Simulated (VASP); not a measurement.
Set up this calculation in VASP 6.6.1, as the native input.

```yaml
Task: single point
Functional: r2SCAN
Potentials_or_basis: VASP PAW PBE potentials, release 64 (Na_pv, I)
Cutoff: 520 eV
k_mesh: 8 × 8 × 8
Occupations: gaussian, width 0.05 eV
Spin: no spin polarisation
Dipole_correction: no
Further_INCAR_settings: ALGO = Normal; EDIFF = 1e-06; NBANDS = 14
```

The system is NaI.

```xyz
2
Lattice="-1.0232 2.8139 2.8139 2.8139 -1.0232 2.8139 2.8139 2.8139 -1.0232" Properties=species:S:1:pos:R:3 pbc="T T T"
Na    0.0000    0.0000    0.0000
I     2.3023    2.3023    2.3023
```

Measurements of this composition are mostly on another form, of space group No. 225.

These files were run (other wordings do the same):

POSCAR

```
NaI
1.0
   -1.0232470658      2.8139294310      2.8139294310
    2.8139294310     -1.0232470658      2.8139294310
    2.8139294310      2.8139294310     -1.0232470658
Na I
1 1
Direct
    0.0000000000      0.0000000000      0.0000000000
    0.5000000000      0.5000000000      0.5000000000
```

INCAR.step1

```
PREC = Accurate
ENCUT = 520
ISMEAR = 0
SIGMA = 0.05
LREAL = F
LASPH = T
NELM = 100
NBANDS = 14
GGA = PE
ALGO = Normal
EDIFF = 1E-4
LWAVE = T
LCHARG = F
```

INCAR.step2

```
PREC = Accurate
ENCUT = 520
EDIFF = 1E-6
ISMEAR = 0
SIGMA = 0.05
LREAL = F
LASPH = T
NELM = 100
ALGO = Normal
ISIF = 2
LWAVE = F
LCHARG = T
METAGGA = R2SCAN
LMIXTAU = T
LELF = T
LVHAR = T
NBANDS = 14
ISTART = 1
```

KPOINTS

```
Automatic mesh
0
Gamma
  8 8 8
```

Potentials or basis: VASP PAW PBE potentials, release 64 (Na_pv, I).

The run is started by

```bash
$ cat potpaw_PBE.64/Na_pv/POTCAR potpaw_PBE.64/I/POTCAR > POTCAR
$ cp INCAR.step1 INCAR
$ mpirun -np 1 vasp_std > vasp.out
$ cp INCAR.step2 INCAR
$ mpirun -np 1 vasp_std > vasp.out
```

Results of the run:

* Pressure: -0.4 GPa
* Band gap on the k mesh: 3.28 eV, indirect (least direct gap 3.40 eV)

Caveat: the PAW data sets were made with another functional, which shifts forces and pressure a little; spin-orbit coupling is left out, which moves the levels of the heavy elements.

Wall time 47 s on 1 thread of Intel(R) Xeon(R) 6975P-C (Granite Rapids), on a shared host, peak memory 0.22 GiB.
